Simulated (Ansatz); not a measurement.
# ZrS2: single point with PBE

ZrS2:

```xyz
3
Lattice="3.6914 0.0000 0.0000 -1.8457 3.1968 0.0000 0.0000 0.0000 6.0411" Properties=species:S:1:pos:R:3 pbc="T T T"
Zr    0.0000    0.0000    0.0000
S     0.0000    2.1312    1.4372
S     1.8457    1.0656    4.6038
```

The cell is a database's computed one.

```
Program             : Ansatz 0.2.0
Task                : single point
Functional          : PBE
Potentials or basis : all-electron LAPW, scalar-relativistic
Cutoff              : 201 eV (chosen from the basis error)
Basis error allowed : 0.002 eV/atom
k mesh              : 8 × 8 × 5
Occupations         : gaussian, width 0.011 eV
Spin                : no spin polarisation
```

- Pressure: 0.5 GPa
- Largest force: 0.046 eV/Å
- Band gap on the k mesh: 1.05 eV, indirect (least direct gap 1.64 eV)

Forces in eV/Å, atoms in the order of the input:
```
Zr   0.000  0.000  0.000
S    0.000  0.000  0.046
S    0.000  0.000 -0.046
```

Stress tensor (GPa, compression positive):
```
0.15 0.00 0.00
0.00 0.15 0.00
0.00 0.00 1.21
```

Levels at points of the mesh, in eV from the valence-band top:
```
            k point  band 26  band 27  band 28  band 29  band 30  band 31
 (0.00, 0.00, 0.00)    -0.09    -0.09    -0.05     1.59     1.59     2.43
(0.00, -0.50, 0.00)    -2.34    -1.65    -1.17     1.20     3.25     3.51
```

Wall time 17 s on 2 threads of Intel(R) Xeon(R) Processor @ 2.50GHz (Skylake/Cascade Lake) (shared host), peak memory 0.37 GiB.

The gap isn't set beside the measured one, since this odd mesh misses points on the zone boundary.

Caveat: an odd mesh through Γ misses points on the zone boundary, where band edges often lie; this functional lacks dispersion, which binds the layers, so the pressure and a relaxed spacing across them are unreliable.
